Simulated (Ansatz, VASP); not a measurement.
## One calculation of Ge4N, two programs

```xyz
5
Lattice="4.4098 0.0000 0.0000 0.0000 4.4098 0.0000 0.0000 0.0000 4.4098" Properties=species:S:1:pos:R:3 pbc="T T T"
Ge    0.0000    2.2049    2.2049
Ge    2.2049    0.0000    2.2049
Ge    2.2049    2.2049    0.0000
Ge    0.0000    0.0000    0.0000
N     2.2049    2.2049    2.2049
```

Alike in both runs: functional PBE; k mesh 4 × 4 × 4; occupations gaussian, width 0.1 eV; no spin polarisation.

Ansatz relaxed the structure, and its values are those at the end. VASP's run is a single point on that final structure, the one shown.

```csv
,VASP,Ansatz
version,VASP 6.6.1,Ansatz 0.2.0
potentials or method,"VASP PAW PBE potentials, release 64 (Ge_d, N)","scalar-relativistic, plane waves, PAW"
plane-wave cutoff (eV),520,420
valence electrons in the cell,61,61
```

```csv
,VASP,Ansatz,Ansatz less VASP
gap on the k mesh at the Fermi level (eV),none,none,-
pressure (GPa),-0.4,-0.4,-0.03
```

A gap of «none» marks a metal or a gap that the smearing closes. With one functional, cell and mesh, what is left measures potentials, basis and numerics.
